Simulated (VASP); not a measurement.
## Cu2O (strained database structure): a PBE single-point calculation in VASP

INCAR

```
ISIF = 2
LWAVE = .FALSE.
EDIFF = 1E-7
LASPH = .TRUE.
ISMEAR = -1
ENCUT = 520
LCHARG = .TRUE.
GGA = PE
NELM = 120
PREC = Accurate
SIGMA = 0.02
LELF = .TRUE.
NSW = 0
NBANDS = 37
LREAL = .FALSE.
IBRION = -1
```

KPOINTS

```
KPOINTS created by Atomic Simulation Environment
0
Gamma
6 6 6
0 0 0
```

KPOINTS_OPT

```
special points
4
Reciprocal
0.0000000000 0.0000000000 0.0000000000 1
0.0000000000 0.5000000000 0.0000000000 1
0.5000000000 0.5000000000 0.0000000000 1
0.5000000000 0.5000000000 0.5000000000 1
```

POSCAR

```
Cu O
 1.0000000000000000
     4.2460802981999999    0.0000000000000000    0.0000000000000000
     0.0000000000000000    4.2460802981999999    0.0000000000000000
     0.0000000000000000    0.0000000000000000    4.2885411011999999
 Cu  O
   4   2
Cartesian
  1.0615200745500000  1.0615200745500000  3.2164058258999999
  3.1845602236500001  1.0615200745500000  1.0721352753000000
  1.0615200745500000  3.1845602236500001  1.0721352753000000
  3.1845602236500001  3.1845602236500001  3.2164058258999999
  2.1230401490999999  2.1230401490999999  2.1442705505999999
  0.0000000000000000  0.0000000000000000  0.0000000000000000
```

VASP ran with the recommended PBE PAW datasets (56 valence electrons in the cell).

Command

```
mpirun -np 1 vasp_std
```

OSZICAR

```
N       E                     dE             d eps       ncg     rms          rms(c)
DAV:   1     0.542157312433E+03    0.54216E+03   -0.25025E+04  2960   0.240E+03
DAV:   2     0.606011616229E+02   -0.48156E+03   -0.45843E+03  2965   0.454E+02
DAV:   3    -0.279420115147E+02   -0.88543E+02   -0.84271E+02  3765   0.214E+02
DAV:   4    -0.333240585207E+02   -0.53820E+01   -0.53073E+01  4349   0.594E+01
DAV:   5    -0.333787396945E+02   -0.54681E-01   -0.54656E-01  3903   0.721E+00    0.185E+01
DAV:   6    -0.304246424963E+02    0.29541E+01   -0.52112E+01  3930   0.134E+02    0.124E+01
DAV:   7    -0.271987766580E+02    0.32259E+01   -0.13603E+01  3863   0.866E+01    0.314E+00
DAV:   8    -0.272820121905E+02   -0.83236E-01   -0.15746E+00  3594   0.699E+00    0.162E+00
DAV:   9    -0.272611445064E+02    0.20868E-01   -0.91612E-02  4044   0.394E+00    0.648E-01
DAV:  10    -0.272546064538E+02    0.65381E-02   -0.36608E-02  4014   0.295E+00    0.270E-01
DAV:  11    -0.272537226533E+02    0.88380E-03   -0.56792E-03  4696   0.871E-01    0.707E-02
DAV:  12    -0.272536625246E+02    0.60129E-04   -0.82131E-04  4001   0.287E-01    0.179E-02
DAV:  13    -0.272536695471E+02   -0.70225E-05   -0.82070E-05  3993   0.141E-01    0.788E-03
DAV:  14    -0.272536688459E+02    0.70117E-06   -0.97995E-06  3795   0.586E-02    0.232E-03
DAV:  15    -0.272536687223E+02    0.12359E-06   -0.19047E-06  4161   0.138E-02    0.133E-03
DAV:  16    -0.272536686906E+02    0.31702E-07   -0.84771E-08  1835   0.380E-03
   1 F= -.27253669E+02 E0= -.27253669E+02  d E =-.152819E-07
       N       E                     dE             ncg
DAV:   1     0.657555599466E+04   -0.28842E+04      296
DAV:   2     0.474412956134E+04   -0.18314E+04      296
DAV:   3     0.443552668179E+04   -0.30860E+03      345
DAV:   4     0.441323154511E+04   -0.22295E+02      419
DAV:   5     0.441302485379E+04   -0.20669E+00      366
DAV:   6     0.441302194087E+04   -0.29129E-02      416
DAV:   7     0.441302185874E+04   -0.82134E-04      385
DAV:   8     0.441302185521E+04   -0.35284E-05      392
DAV:   9     0.441302185501E+04   -0.19809E-06      265
DAV:  10     0.441302185500E+04   -0.10267E-07      217
```

From OUTCAR

```
k-points           NKPTS =     40   k-points in BZ     NKDIM =     40   number of bands    NBANDS=     37

   NELECT =      56.0000    total number of electrons

   dimension x,y,z NGX =    32 NGY =   32 NGZ =   32
   dimension x,y,z NGXF=    64 NGYF=   64 NGZF=   64

  energy-cutoff  :      520.00
  volume of cell :       77.32
      direct lattice vectors                 reciprocal lattice vectors
     4.246080298  0.000000000  0.000000000     0.235511326  0.000000000  0.000000000
     0.000000000  4.246080298  0.000000000     0.000000000  0.235511326  0.000000000
     0.000000000  0.000000000  4.288541101     0.000000000  0.000000000  0.233179530

 k-points in reciprocal lattice and weights: KPOINTS created by Atomic Simulation Env
   0.00000000  0.00000000  0.00000000       0.005
   0.16666667  0.00000000  0.00000000       0.019
   0.33333333  0.00000000  0.00000000       0.019
   0.50000000  0.00000000  0.00000000       0.009
   0.16666667  0.16666667  0.00000000       0.019
   0.33333333  0.16666667  0.00000000       0.037
   0.50000000  0.16666667  0.00000000       0.019
   0.33333333  0.33333333  0.00000000       0.019
   ...

 E-fermi :   5.0559

 k-point     1 :       0.0000    0.0000    0.0000
  band No.  band energies     occupation
      1     -15.3862      2.00000
      2     -14.6482      2.00000
      3      -2.5012      2.00000
      4      -2.4591      2.00000
      5      -2.4591      2.00000
      6      -0.0899      2.00000
      7      -0.0508      2.00000
      8      -0.0264      2.00000
      9      -0.0264      2.00000
     10       1.7502      2.00000
     11       1.7516      2.00000
     12       1.8703      2.00000
     13       1.8858      2.00000
     14       1.8858      2.00000
     15       2.7407      2.00000
     16       2.7666      2.00000
     17       2.8513      2.00000
     18       2.8741      2.00000
     19       2.8741      2.00000
     20       3.0117      2.00000
     21       3.0117      2.00000
     22       3.0119      2.00000
     23       3.1930      2.00000
     24       3.2023      2.00000
     25       3.2023      2.00000
     26       4.7562      2.00000
     27       4.7814      2.00000
     28       4.7814      2.00000
     29       5.3113      0.00001
     30       5.9817      0.00000
     31       6.0712      0.00000
     32      12.6286      0.00000
     33      12.7713      0.00000
     34      12.7713      0.00000
     35      14.0220      0.00000
     36      14.1392      0.00000
     37      14.1392      0.00000

 k-point     2 :       0.1667    0.0000    0.0000
  band No.  band energies     occupation
      1     -15.3356      2.00000
      2     -14.6962      2.00000
      3      -2.3975      2.00000
      4      -2.3917      2.00000
      5      -2.3572      2.00000
      6      -0.6321      2.00000
      7      -0.3115      2.00000
      8      -0.2875      2.00000
      9       0.3752      2.00000
     10       1.7998      2.00000
     11       1.8884      2.00000
     12       1.9115      2.00000
     13       2.0636      2.00000
     14       2.0764      2.00000
     15       2.7442      2.00000
     16       2.7712      2.00000
     17       2.8150      2.00000
     18       2.8934      2.00000
     19       2.9066      2.00000
     20       2.9205      2.00000
     21       3.0653      2.00000
     22       3.0665      2.00000
     23       3.0713      2.00000
     24       3.1712      2.00000
     25       3.1800      2.00000
     26       3.9294      2.00000
     27       4.6902      2.00000
     28       4.7118      2.00000
     29       5.5536      0.00000
     30       6.4405      0.00000
     31       6.9502      0.00000
     32      12.2903      0.00000
     33      12.5009      0.00000
     34      12.6357      0.00000
     35      12.7944      0.00000
     36      13.4340      0.00000
     37      13.5568      0.00000

 k-point     3 :       0.3333    0.0000    0.0000
  band No.  band energies     occupation
      1     -15.1987      2.00000
      2     -14.8292      2.00000
      3      -2.1791      2.00000
      4      -2.1179      2.00000
      5      -2.0846      2.00000
      6      -1.2642      2.00000
      7      -0.8240      2.00000
      8      -0.8005      2.00000
      9       0.8264      2.00000
     10       1.8003      2.00000
     11       1.9489      2.00000
     12       2.1858      2.00000
     13       2.3836      2.00000
     14       2.3916      2.00000
     15       2.5585      2.00000
     16       2.6347      2.00000
     17       2.7215      2.00000
     18       2.8218      2.00000
     19       2.8537      2.00000
     20       2.8562      2.00000
     21       2.9761      2.00000
     22       3.0518      2.00000
     23       3.0964      2.00000
     24       3.1021      2.00000
     25       3.3629      2.00000
     26       3.3712      2.00000
     27       4.5130      2.00000
     28       4.5250      2.00000
     29       6.2115      0.00000
     30       7.5154      0.00000
     31       7.5503      0.00000
     32      10.8085      0.00000
     33      12.2530      0.00000
     34      12.3525      0.00000
     35      12.4874      0.00000
     36      12.6794      0.00000
     37      12.7779      0.00000

 k-point     4 :       0.5000    0.0000    0.0000
  band No.  band energies     occupation
      1     -15.0130      2.00000
      2     -15.0130      2.00000
      3      -1.8653      2.00000
      4      -1.8653      2.00000
      5      -1.8022      2.00000
      6      -1.8022      2.00000
      7      -1.1433      2.00000
      8      -1.1433      2.00000
      9       1.3755      2.00000
     10       1.3755      2.00000
     11       2.2046      2.00000
     12       2.2046      2.00000
     13       2.4030      2.00000
     14       2.4030      2.00000
     15       2.5913      2.00000
     16       2.5913      2.00000
     17       2.7377      2.00000
     18       2.7377      2.00000
     19       2.7503      2.00000
     20       2.7503      2.00000
     21       2.8972      2.00000
     22       2.8972      2.00000
     23       3.0807      2.00000
     24       3.0807      2.00000
     25       3.5762      2.00000
     26       3.5762      2.00000
     27       4.3758      2.00000
     28       4.3758      2.00000
     29       7.0438      0.00000
     30       7.0438      0.00000
     31       9.0142      0.00000
     32       9.0142      0.00000
     33      12.1610      0.00000
     34      12.1610      0.00000
     35      12.4485      0.00000
     36      12.4485      0.00000
     37      14.1187      0.00000

 k-point     5 :       0.1667    0.1667    0.0000
  band No.  band energies     occupation
      1     -15.2907      2.00000
      2     -14.7367      2.00000
      3      -2.4825      2.00000
      4      -2.3103      2.00000
      5      -2.1176      2.00000
      6      -1.0259      2.00000
      7      -0.4967      2.00000
      8      -0.2719      2.00000
      9       0.5008      2.00000
     10       1.8439      2.00000
     11       1.9417      2.00000
     12       1.9945      2.00000
     13       2.1217      2.00000
     14       2.2142      2.00000
     15       2.7406      2.00000
     16       2.7415      2.00000
     17       2.7942      2.00000
     18       2.8127      2.00000
     19       2.9501      2.00000
     20       2.9822      2.00000
     21       3.0167      2.00000
     22       3.0248      2.00000
     23       3.0622      2.00000
     24       3.1147      2.00000
     25       3.1738      2.00000
     26       3.8417      2.00000
     27       4.3601      2.00000
     28       4.6278      2.00000
     29       5.7777      0.00000
     30       6.9229      0.00000
     31       7.3404      0.00000
     32      11.4302      0.00000
     33      11.6176      0.00000
     34      12.3843      0.00000
     35      12.8874      0.00000
     36      13.5915      0.00000
     37      13.7296      0.00000

 ...

  Total        1.9568506      1.9568506      1.8850995      0.0000000      0.0000000      0.0000000
  in kB       40.5491974     40.5491974     39.0623963      0.0000000      0.0000000      0.0000000
  external PRESSURE =      40.0535971 kB  Pullay stress =       0.0000000 kB

 POSITION                                       TOTAL-FORCE (eV/Angst)
 -----------------------------------------------------------------------------------
      1.06152      1.06152      3.21641         0.000000     -0.000000     -0.000000
      3.18456      1.06152      1.07214         0.000000      0.000000      0.000000
      1.06152      3.18456      1.07214         0.000000      0.000000      0.000000
      3.18456      3.18456      3.21641        -0.000000     -0.000000     -0.000000
      2.12304      2.12304      2.14427        -0.000000      0.000000      0.000000
      0.00000      0.00000      0.00000        -0.000000      0.000000      0.000000
 -----------------------------------------------------------------------------------
    total drift:                               -0.000000      0.000000     -0.000000

  FREE ENERGIE OF THE ION-ELECTRON SYSTEM (eV)
  ---------------------------------------------------
  free  energy   TOTEN  =       -27.2536686906 eV

  energy  without entropy=      -27.2536686753  energy(sigma->0) =      -27.25366868
```

The gap between bands v and c is 0.53 eV. The least direct gap is 0.53 eV and the pressure is 4.0 GPa.

Band v is the last that the valence electrons fill when counted band by band, and c is the next.

The run took about 78 s on one core of a shared host (Intel Xeon Platinum 8488C) and held 0.27 GiB at most.
